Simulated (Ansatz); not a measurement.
Crystal: HgSe.

```
Hg Se
1.0
     0.00000    3.03900    3.03900
     3.03900    0.00000    3.03900
     3.03900    3.03900    0.00000
Hg Se
1 1
Direct
  0.00000 0.00000 0.00000
  0.75000 0.75000 0.75000
```

| Property | Result |
| --- | --- |
| Program | Ansatz 0.2.0 |
| Task | relaxation of cell and atoms |
| Functional | PBE |
| Potentials or basis | all-electron LAPW, scalar-relativistic |
| Basis error allowed | 0.001 eV/atom |
| k mesh | 6 × 6 × 6 |
| Occupations | fermi-dirac, width 0.05 eV |
| Spin | no spin polarisation |

At the start: volume 28.07 Å³/atom.

Task: Where does the relaxation end?

Result: Over 5 steps the energy falls by 35.7 meV/atom and the volume is 30.69 Å³/atom (+9.3 %); space group F-43m (No. 216, to 0.05 Å).

Step by step:
| step | energy change (eV) | largest force (eV/Å) | volume (Å³) |
| --- | --- | --- | --- |
| 1 | 0.0000 | 0.0000 | 56.13 |
| 2 | -0.0670 | 0.0000 | 62.86 |
| 3 | -0.0713 | 0.0000 | 61.63 |
| 4 | -0.0715 | 0.0000 | 61.37 |
| 5 | -0.0715 | 0.0000 | 61.37 |

Final structure:
```
Hg Se
1.0
     0.00000    3.13079    3.13079
     3.13079    0.00000    3.13079
     3.13079    3.13079    0.00000
Hg Se
1 1
Direct
  0.00000 0.00000 0.00000
  0.75000 0.75000 0.75000
```

Caveat: the k mesh is thin for a metal, which can move the energy by tens of meV per atom.
